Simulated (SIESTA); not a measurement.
Crystal: GaAs.

```
CELL_PARAMETERS angstrom
0.00000 2.82685 2.82685
2.82685 0.00000 2.82685
2.82685 2.82685 0.00000
ATOMIC_POSITIONS crystal
As 0.75000 0.75000 0.75000
Ga 0.00000 0.00000 0.00000
```

Base run:

| Property | Result |
| --- | --- |
| Program | SIESTA 5.4.2 |
| Functional | PBE |
| Potentials or basis | PseudoDojo 0.4 standard (PBE files) |
| Basis | DZ (energy shift 0.002 Ry; radii capped at 9.5 bohr) |
| Grid cutoff | 800 Ry |
| Energy shift | 0.002 Ry |
| k mesh | 8 × 8 × 8 |
| Occupations | fermi-dirac, width 0.05 eV |
| Spin | no spin polarisation |

Its results: band gap on the k mesh 0.54 eV, direct; pressure 5.4 GPa.

Problem. The run is repeated on the same cell with these changes: functional from PBE to PBEJsJrLO; basis from DZ (energy shift 0.002 Ry; radii capped at 9.5 bohr) to TZ (energy shift 0.002 Ry; radii capped at 9.5 bohr). What comes out?

Solution. Band gap on the k mesh 0.38 eV, direct; pressure 2.8 GPa.

Several settings changed at once, so the effect can't be laid on one alone.

Caveats: the basis has no polarisation orbitals; semicore shells carry a single zeta, which can move pressures by several GPa and volumes by a few percent; the basis of atomic orbitals isn't converged, which shifts pressures, moduli and gaps; the potentials were made for another functional, which shifts forces and pressure (some runs).

Not every run made on this cell is shown here.
